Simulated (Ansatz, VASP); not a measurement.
## Two plane-wave programs on Ca

INCAR

```
PREC = Accurate ; ENCUT = 520
EDIFF = 1E-8 ; ISMEAR = -1
SIGMA = 0.03 ; LREAL = False
LASPH = True ; NELM = 60
ALGO = Normal ; ISIF = 2
LWAVE = False ; LCHARG = False
GGA = PE ; LEFG = True
NBANDS = 11
```

File KPOINTS:

```
Automatic mesh
0
Gamma
  11 11 11
```

POSCAR

```
Ca
1.0
    0.0000000000      2.7621357814      2.7621357814
    2.7621357814      0.0000000000      2.7621357814
    2.7621357814      2.7621357814      0.0000000000
Ca
1
Direct
    0.0000000000      0.0000000000      0.0000000000
```

Input for Ansatz:

```yaml
crystal:
  lattice:
    - [0.0, 2.7621357814, 2.7621357814]
    - [2.7621357814, 0.0, 2.7621357814]
    - [2.7621357814, 2.7621357814, 0.0]
  atoms:
    - { symbol: Ca, position: [0.0, 0.0, 0.0] }
kpoints:
  mp_grid: { grid: [11, 11, 11] }
  band_path:
    path:
      - [0.0, 0.0, 0.0]
      - [0.5, 0.0, 0.5]
      - [0.625, 0.25, 0.625]
      - [0.375, 0.375, 0.75]
      - [0.0, 0.0, 0.0]
      - [0.5, 0.5, 0.5]
      - [0.5, 0.25, 0.75]
      - [0.5, 0.0, 0.5]
    npoints: 14
scf:
  occupations: { method: fermi_dirac, width: 0.03 }
hamiltonian:
  xc: pbe
  pseudopotentials: { kind: paw }
output:
  forces: true
  stress: true
  eigenvalues: true
  efg: { contact_densities: true }
  populations: true
  bader: true
  dos: { projected: true, de: 0.2, e_range: [-14, 8] }
  write_density: true
  write_potential: true
  elf: true
  volumetric_format: npy
```

Alike in both runs: task electric field gradients; functional PBE; k mesh 11 × 11 × 11; occupations fermi-dirac, width 0.03 eV; no spin polarisation.

```csv
,VASP,Ansatz
version,VASP 6.6.1,Ansatz 0.2.0
potentials or method,"VASP PAW PBE potentials, release 64 (Ca_sv)","PAW with Ansatz's default frozen-core files, scalar-relativistic"
plane-wave cutoff (eV),520,420
valence electrons in the cell,10,10
```

|  | VASP | Ansatz | Ansatz less VASP |
| --- | --- | --- | --- |
| pressure (GPa) | 0.0 | 0.0 | -0.01 |
| Vzz of the field gradient on the site that differs most (V/Å²) | 0.0 | 0.0 | 0.00 |
